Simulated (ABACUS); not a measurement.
Ni in ABACUS: convergence with radius

Input of the first run (radius 4.5 bohr); the others differ in this setting and in those tied to it:

File INPUT:

```
INPUT_PARAMETERS
suffix              Ni
calculation         scf
basis_type          lcao
pseudo_dir          ./
orbital_dir         ./
symmetry            1
dft_functional      pbe
ecutwfc             100
pseudo_rcut         7
nspin               2
nbands              14
ks_solver           genelpa
smearing_method     fd
smearing_sigma      0.00734986
scf_thr             1e-07
scf_nmax            100
mixing_type         broyden
mixing_beta         0.4
cal_force           1
cal_stress          1
out_mul             1
```

File STRU:

```
ATOMIC_SPECIES
Ni 58.6934 28_Ni_18_1.7_2.2_pbe_n_v1.0.upf

NUMERICAL_ORBITAL
Ni_confined-atom_4.5au_4s3p3d1f.orb

LATTICE_CONSTANT
1.8897261246

LATTICE_VECTORS
0.0104330000 1.7296850000 1.7273690000
1.7452340000 -0.0342210000 1.7720230000
1.7036660000 1.7327710000 0.0073470000

ATOMIC_POSITIONS
Direct

Ni
0.0
1
-0.0051630000 0.0065790000 0.0018260000 1 1 1 mag 1
```

KPT

```
K_POINTS
0
Gamma
10 10 10 0 0 0
```

Potentials or basis: SPMS ONCV 1.0 PBE, TZDP LCAO (the cutoffs set its grid).

Launch:

```console
$ OMP_NUM_THREADS=1 mpirun -np 4 abacus > log
```

The cell isn't the ideal one: cell strained at random.

Hardware: 4 MPI ranks on Intel(R) Xeon(R) Platinum 8488C (Sapphire Rapids), with other jobs on the host.

```csv
radius,"energy less the tightest run, at zero smearing (meV/atom)",pressure (GPa),SCF cycles,CPU time (s)
4.5 bohr,96.55,4.56,13,100
5 bohr,20.64,9.75,13,95
6 bohr,5.24,10.17,13,110
7 bohr,8.33,10.73,13,160
8 bohr,9.88,10.21,13,260
9 bohr,4.06,10.31,13,480
10 bohr,0.00,8.87,13,850
```

Not settled before the last step: the energy (to 1 meV/atom), the pressure (to 0.1 GPa). The tightest run that finished is the yardstick and may itself not be fully converged.

Caveat, for the tightest run too: the atomic orbitals were generated for these runs and aren't a published set; the basis of atomic orbitals isn't converged, which shifts pressures, moduli and gaps.
